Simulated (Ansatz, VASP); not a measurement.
**Two plane-wave programs on InSb**

```
In Sb
1.0
     0.00000    3.07514    3.07514
     3.07514    0.00000    3.07514
     3.07514    3.07514    0.00000
In Sb
1 1
Direct
  0.00000 0.00000 0.00000
  0.50000 0.50000 0.50000
```

Measurements of this composition are mostly on another form, of space group No. 216.

Alike in both runs: task single point; functional PBE; k mesh 12 × 12 × 12; occupations gaussian, width 0.1 eV; no spin polarisation.

|  | VASP | Ansatz |
| --- | --- | --- |
| version | VASP 6.6.1 | Ansatz 0.2.0 |
| potentials or method | VASP PAW PBE potentials, release 64 (In_d, Sb) | scalar-relativistic, plane waves, PAW |
| plane-wave cutoff (eV) | 520 | 420 |
| valence electrons in the cell | 18 | 28 |

```csv
,VASP,Ansatz,Ansatz less VASP
gap on the k mesh at the Fermi level (eV),none,none,-
pressure (GPa),0.0,0.0,-0.02
```

A gap of «none» marks a metal or a gap that the smearing closes. The two sets of potentials don't hold the same shells in valence.

The runs have no spin-orbit coupling, so splittings on Sb are missing.
